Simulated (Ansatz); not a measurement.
# Sb: density of states with BLYP+D4

Crystal: Sb.

```
CELL_PARAMETERS angstrom
2.15420 1.24373 3.75800
-2.15420 1.24373 3.75800
0.00000 -2.48746 3.75800
ATOMIC_POSITIONS crystal
Sb 0.76651 0.76651 0.76651
Sb 0.23349 0.23349 0.23349
```

```
Program             : Ansatz 0.2.0
Task                : density of states
Functional          : BLYP
Dispersion          : D4
Potentials or basis : PseudoDojo standard (PBE files)
Cutoff              : 1088 eV
Density cutoff      : 4354 eV
k mesh              : 8 × 8 × 8
Occupations         : methfessel-paxton, width 0.1 eV
Spin                : no spin polarisation
```

* Pressure: 1.6 GPa
* Largest force: 0.130 eV/Å
* Band gap on the k mesh: none (metal or under the smearing width)
* Density of states at the Fermi level: 0.01 states/eV per cell

Forces on the atoms (eV/Å):
```
Sb   0.000  0.000 -0.130
Sb   0.000  0.000  0.130
```

Stress tensor (GPa, compression positive):
```
1.83 0.00 0.00
0.00 1.83 0.00
0.00 0.00 1.25
```

Levels at points of the mesh, in eV from the Fermi level:
```
              k point  band 12  band 13  band 14  band 15  band 16  band 17  band 18  band 19
   (0.00, 0.00, 0.00)    -5.16    -2.19    -1.93    -1.93     2.00     2.55     2.55     5.29
  (0.00, 0.00, -0.50)    -9.81    -2.03    -1.92    -0.42    -0.25     0.16     0.41     7.78
 (0.00, -0.50, -0.50)    -8.22    -5.46    -3.82    -3.73     1.73     4.69     5.36     6.63
(-0.50, -0.50, -0.50)    -9.15    -1.42    -1.42    -0.55     0.03     0.03     1.01     7.17
```

States per cell in windows of 0.5 eV (zero at the Fermi level; states under -8 eV left out):
| from (eV) | total |
| --- | --- |
| -8.0 | 0.26 |
| -7.5 | 0.16 |
| -7.0 | 0.10 |
| -6.5 | 0.06 |
| -6.0 | 0.03 |
| -5.5 | 0.15 |
| -5.0 | 0.40 |
| -4.5 | 0.46 |
| -4.0 | 0.64 |
| -3.5 | 0.79 |
| -3.0 | 0.77 |
| -2.5 | 0.78 |
| -2.0 | 0.78 |
| -1.5 | 0.61 |
| -1.0 | 0.45 |
| -0.5 | 0.16 |
| 0.0 | 0.08 |
| 0.5 | 0.80 |
| 1.0 | 0.69 |
| 1.5 | 0.65 |
| 2.0 | 0.89 |
| 2.5 | 0.60 |
| 3.0 | 0.63 |
| 3.5 | 0.64 |
| 4.0 | 0.47 |
| 4.5 | 0.82 |
| 5.0 | 0.76 |
| 5.5 | 0.75 |
| 6.0 | 0.47 |
| 6.5 | 0.47 |
| 7.0 | 0.54 |
| 7.5 | 0.51 |

Run time: 23 s on 1 thread of Intel(R) Xeon(R) Platinum 8488C (Sapphire Rapids), on a shared host, peak memory 0.85 GiB.

Caveat: the potentials were made for another functional, which shifts forces and pressure; pairwise dispersion overbinds metals, which lowers pressure and volume. Spin-orbit coupling is left out, which matters for the levels of Sb.
